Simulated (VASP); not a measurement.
# BaTiO3 (P4mm) in VASP: notebook, part 2 of 2

VASP 6.6.1. The steps go on from the part before.

### Step 3. Relaxation of cell and atoms, LDA

INCAR

```
  PREC = Accurate
  ENCUT = 600
  EDIFF = 1E-7
  ISMEAR = 0
  SIGMA = 0.02
  LREAL = F
  LASPH = T
  NELM = 80
  ALGO = Normal
  ISIF = 3
  LWAVE = F
  LCHARG = F
  GGA = CA
  IBRION = 2
  NSW = 90
  EDIFFG = -0.005
```

KPOINTS

```
Automatic mesh
0
Gamma
  8 8 8
```

POSCAR

```
BaTiO3
1.0
    3.9903792100      0.0000000000      0.0000000000
    0.0000000000      3.9903792100      0.0000000000
    0.0000000000      0.0000000000      4.1026553900
Ba Ti O
1 1 3
Direct
    0.5000000000      0.5000000000      0.5825414600
    0.0000000000      0.0000000000      0.1000427000
    0.0000000000      0.5000000000      0.0642205400
    0.5000000000      0.0000000000      0.0642205400
    0.0000000000      0.0000000000      0.5489717500
```

Potentials or basis: VASP PAW LDA potentials, release 64 (Ba_sv, Ti_sv, O).

Launch:

```
$ cat potpaw_LDA.64/Ba_sv/POTCAR potpaw_LDA.64/Ti_sv/POTCAR potpaw_LDA.64/O/POTCAR > POTCAR
$ mpirun -np 1 vasp_std > vasp.out
```

OUTCAR:

```text
PREC = Accurate
   ENCUT = 600
   EDIFF = 1E-7
   ISMEAR = 0
   LREAL = F
   LASPH = T
   NELM = 80
   ISIF = 3
   GGA = CA
   IBRION = 2
   NSW = 90
   EDIFFG = -0.005

 ion  position               nearest neighbor table
   1  0.500  0.500  0.583-   3 2.81   4 2.81   4 2.81   3 2.81   5 2.82   5 2.82   5 2.82   5 2.82
                             3 2.92   4 2.92   3 2.92   4 2.92   2 3.45   2 3.45   2 3.45   2 3.45
   2  0.000  0.000  0.100-   5 1.84   4 2.00   3 2.00   3 2.00   4 2.00   5 2.26   1 3.45   1 3.45
                             1 3.45   1 3.45   1 3.53   1 3.53   1 3.53   1 3.53
   3  0.000  0.500  0.064-   2 2.00   2 2.00   1 2.81   1 2.81   1 2.92   1 2.92
   4  0.500  0.000  0.064-   2 2.00   2 2.00   1 2.81   1 2.81   1 2.92   1 2.92
   5  0.000  0.000  0.549-   2 1.84   2 2.26   1 2.82   1 2.82   1 2.82   1 2.82

  LATTYP: Found a simple tetragonal cell.
 ALAT       =     3.9903792100
 C/A-ratio  =     1.0281367194

[... 394 lines left out ...]

  energy without entropy =      -44.17772904  energy(sigma->0) =      -44.17772904

 E-fermi :   3.9671     XC(G=0): -11.9065

 val. band max:        3.8498738994   @ k =   0.5000   0.5000   0.5000
 cond. band min:       5.6020698710   @ k =   0.0000   0.0000   0.0000
 fundamental gap:      1.7521959716
 Fermi energy:         3.9671296704

 k-point     1 :       0.0000    0.0000    0.0000
  band No.  band energies     occupation
      1     -51.8513      2.00000
      2     -28.5302      2.00000
      3     -28.4887      2.00000
      4     -28.4887      2.00000
      5     -20.8101      2.00000
      6     -12.8618      2.00000
[... 637 lines left out ...]
     23       7.5738      0.00000
     24       8.7863      0.00000

 [... further k-points ...]

------------------------ aborting loop because EDIFF is reached ----------------------------------------

  FORCE on cell =-STRESS in cart. coord.  units (eV):
  Direction    XX          YY          ZZ          XY          YZ          ZX
  --------------------------------------------------------------------------------------
  -------------------------------------------------------------------------------------
  Total        0.0004072      0.0004072      0.0003164      0.0000000      0.0000000      0.0000000
  in kB        0.0105267      0.0105267      0.0081790      0.0000000      0.0000000      0.0000000
  external PRESSURE =       0.0097441 kB  Pullay stress =       0.0000000 kB
[... 20 lines left out ...]
  FREE ENERGIE OF THE ION-ELECTRON SYSTEM (eV)
  ---------------------------------------------------
  free  energy   TOTEN  =       -44.1777290357 eV

  energy  without entropy=      -44.1777290357  energy(sigma->0) =      -44.17772904

 reached required accuracy - stopping structural energy minimisation
```

CONTCAR:

```text
BaTiO3
   1.00000000000000
     3.9410884204332151    0.0000000000000000    0.0000000000000000
     0.0000000000000000    3.9410884204332151    0.0000000000000000
     0.0000000000000000   -0.0000000000000000    3.9903742392101758
  Ba              Ti              O
     1     1     3
Direct
     0.5000000000000000    0.5000000000000000    0.5787930895676678
     0.0000000000000000    0.0000000000000000    0.0915817053389930
     0.0000000000000000    0.5000000000000000    0.0656972918839960
     0.5000000000000000    0.0000000000000000    0.0656972918839960
     0.0000000000000000    0.0000000000000000    0.5582276113253535

  0.00000000E+00  0.00000000E+00  0.00000000E+00
  0.00000000E+00  0.00000000E+00  0.00000000E+00
  0.00000000E+00  0.00000000E+00  0.00000000E+00
  0.00000000E+00  0.00000000E+00  0.00000000E+00
  0.00000000E+00  0.00000000E+00  0.00000000E+00
```

Run time: 10 min. Hardware: 1 thread of Intel Xeon 6975P-C (Granite Rapids), shared host; peak memory 0.3 GiB.

Results:

```
Free energy                            : -44.1777 eV
Relaxed volume                         : 12.40 Å³/atom
Relaxed cell                           : a = 3.941 Å, b = 3.941 Å, c = 3.990 Å, α = 90.00°, β = 90.00°, γ = 90.00°
Space group after relaxing (to 0.05 Å) : P4mm (No. 99)
Energy gained by relaxing              : 15.4 meV/atom
Ionic steps                            : 22
Pressure after relaxing                : 0.0 GPa
Band gap on the k mesh                 : 1.75 eV, indirect (least direct gap 2.05 eV)
```

Forces in eV/Å, atoms in the order of the input:
```
Ba   0.000  0.000 -0.002
Ti   0.000  0.000  0.000
O    0.000  0.000  0.000
O    0.000  0.000  0.000
O    0.000  0.000  0.003
```

Step by step:
```csv
step,energy change (eV),largest force (eV/Å),pressure (GPa),volume (Å³)
1,0.0000,0.1696,-7.50,65.33
2,0.0242,1.0817,10.02,59.71
3,-0.0665,0.3598,-0.22,62.65
4,-0.0665,0.3714,-0.05,62.59
5,-0.0716,0.0743,0.11,62.30
6,-0.0717,0.0557,0.13,62.28
7,-0.0738,0.0427,-0.15,62.29
8,-0.0752,0.0613,-0.58,62.30
9,-0.0758,0.0780,0.46,61.90
10,-0.0759,0.0673,0.17,62.02
11,-0.0765,0.0376,0.11,61.99
12,-0.0768,0.0221,0.07,61.96
13,-0.0768,0.0227,0.08,61.96
14,-0.0768,0.0084,-0.11,62.02
15,-0.0768,0.0102,-0.09,62.01
16,-0.0768,0.0128,0.06,61.97
17,-0.0768,0.0077,0.02,61.99
18,-0.0768,0.0068,-0.01,61.99
19,-0.0768,0.0073,-0.01,61.99
20,-0.0768,0.0076,-0.02,61.99
21,-0.0768,0.0076,-0.01,61.99
22,-0.0768,0.0025,0.00,61.98
```

Final structure:
```xyz
5
Lattice="3.9411 0.0000 0.0000 0.0000 3.9411 0.0000 0.0000 0.0000 3.9904" Properties=species:S:1:pos:R:3 pbc="T T T"
Ba    1.9705    1.9705    2.3096
Ti    0.0000    0.0000    0.3654
O     0.0000    1.9705    0.2622
O     1.9705    0.0000    0.2622
O     0.0000    0.0000    2.2275
```

Caveat: spin-orbit coupling is left out, which moves the levels of the heavy elements. A k mesh can miss the band edges.
